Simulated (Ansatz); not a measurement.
Working through an equation of state with a fit of ZrO2, space group P4_2/nmc

With Ansatz 0.2.0 through its Python package.

Run as a notebook:

```python
import warnings

import ansatz as az
from ase.eos import EquationOfState
from ase.units import GPa
import numpy as np
```

```python
vectors0 = np.array([
    [3.5961, 0.0, 0.0],
    [0.0, 3.5961, 0.0],
    [0.0, 0.0, 5.177],
])
sites = [
    ('Zr', [0.0, 0.0, 0.0]),
    ('Zr', [0.5, 0.5, 0.5]),
    ('O', [0.0, 0.5, 0.203]),
    ('O', [0.0, 0.5, 0.703]),
    ('O', [0.5, 0.0, 0.297]),
    ('O', [0.5, 0.0, 0.797]),
]
```

```python
def make_crystal(cell):
    crystal = az.Crystal(lattice=az.Lattice.of(cell))
    for symbol, position in sites:
        crystal = crystal.atom(symbol, position)
    return crystal

warnings.simplefilter('ignore', az.DeckWarning)
```

```python
# uniform scaling of the cell
volumes, energies = [], []
for scale in np.linspace(0.95, 1.07, 5):
    cell = vectors0 * scale ** (1 / 3)
    setup = (
        make_crystal(cell).calculation()
        .basis(450)
        .occupations(az.OccupationsMethod.FERMI_DIRAC)
        .kpoints(6, 6, 4)
    )
    report = setup.run(threads=1, backend='cpu').report
    volumes.append(abs(np.linalg.det(cell)) / len(sites))
    energies.append(report['free_energy_ev'] / len(sites))
    print(f'V = {volumes[-1]:8.4f} A^3/atom  F = {energies[-1]:.5f} eV/atom')
```

    V =  10.6002 A^3/atom  F = -1774.59484 eV/atom
    V =  10.9349 A^3/atom  F = -1774.62610 eV/atom
    V =  11.2697 A^3/atom  F = -1774.63987 eV/atom
    V =  11.6044 A^3/atom  F = -1774.63862 eV/atom
    V =  11.9392 A^3/atom  F = -1774.62447 eV/atom

```python
eos = EquationOfState(volumes, energies, eos='vinet')
v0, e0, bulk = eos.fit()
print(f'V0 = {v0:.4f} A^3/atom, E0 = {e0:.5f} eV/atom, B = {bulk / GPa:.1f} GPa')
eos.plot('eos.png')
```

    V0 = 11.4049 A^3/atom, E0 = -1774.64104 eV/atom, B = 229.9 GPa
    <Axes: title={'center': 'vinet: E: -1774.641 eV, V: 11.405 Å$^3$, B: 229.869 GPa'}, xlabel='volume [Å$^3$]', ylabel='energy [eV]'>

A third-order Birch-Murnaghan fit through the 5 points (the script's own form differs a little) has its minimum at 11.40 Å³ an atom, 2.2 % above the typed cell, with a bulk modulus of 230 GPa and dB/dP = 4.2. From that minimum the energy rises by 46.2 meV an atom on the compressed side and 16.6 meV on the expanded side.

What to keep in mind:
- Absolute energies stand on the zero of these potentials, so only differences at equal settings mean something.
- Spin is left out of this run.
- Shape and fractional positions are held along the curve, so the bulk modulus is an upper value where they are free to relax.
- This is a high-temperature or high-pressure form, not the ambient phase.
- No functional is typed, so the default, PBE, holds.
- The structure is a deposited one; some such entries were measured under pressure or heat, so a shift against it needn't be the functional's error alone.
- Run time: 15 s on 1 thread of Arm Neoverse V1 (shared host), peak memory 0.41 GiB.
